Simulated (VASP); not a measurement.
Write the native input for VASP 6.6.1 that does the following.

```yaml
Task: single point
Functional: r2SCAN
Dispersion: rVV10
Potentials_or_basis: VASP PAW PBE potentials, release 64 (C)
Cutoff: 520 eV
k_mesh: 16 × 16 × 4
Occupations: fermi-dirac, width 0.05 eV
Spin: no spin polarisation
Further_INCAR_settings: ALGO = Normal; EDIFF = 1e-07
```

The structure of C lies in POSCAR:

```
C
1.0
    2.4610000000      0.0000000000      0.0000000000
   -1.2305000000      2.1312885187      0.0000000000
    0.0000000000      0.0000000000      7.3788000000
C
4
Direct
    0.0000000000      0.0000000000      0.2500000000
    0.3333333333      0.6666666667      0.2500000000
    0.0000000000      0.0000000000      0.7500000000
    0.6666666667      0.3333333333      0.7500000000
```

The cell was built by a generator and needn't be a form met in nature.

The input as run:

INCAR

```
PREC = Accurate ; ENCUT = 520
EDIFF = 1E-7 ; ISMEAR = -1
SIGMA = 0.05 ; LREAL = False
LASPH = True ; NELM = 80
ALGO = Normal ; ISIF = 2
LWAVE = False ; LCHARG = False
METAGGA = R2SCAN ; LMIXTAU = True
LUSE_VDW = True ; IVDW_NL = 2
BPARAM = 11.95 ; CPARAM = 0.0093
```

KPOINTS

```
regular mesh
0
Gamma
  16 16 4
```

Potentials or basis: VASP PAW PBE potentials, release 64 (C).

Launch:

```console
$ cat potpaw_PBE.64/C/POTCAR > POTCAR
$ mpirun -np 1 vasp_std > vasp.out
```

Results of the run:

| Quantity | Value |
| --- | --- |
| Pressure | -1.7 GPa |
| Band gap on the k mesh | 0.88 eV, direct |

Caveat: the PAW data sets were made with another functional, which shifts forces and pressure a little.

Wall time 6.2 min on 1 thread of Intel(R) Xeon(R) Platinum 8488C (Sapphire Rapids), with other jobs on the host, peak memory 0.25 GiB.
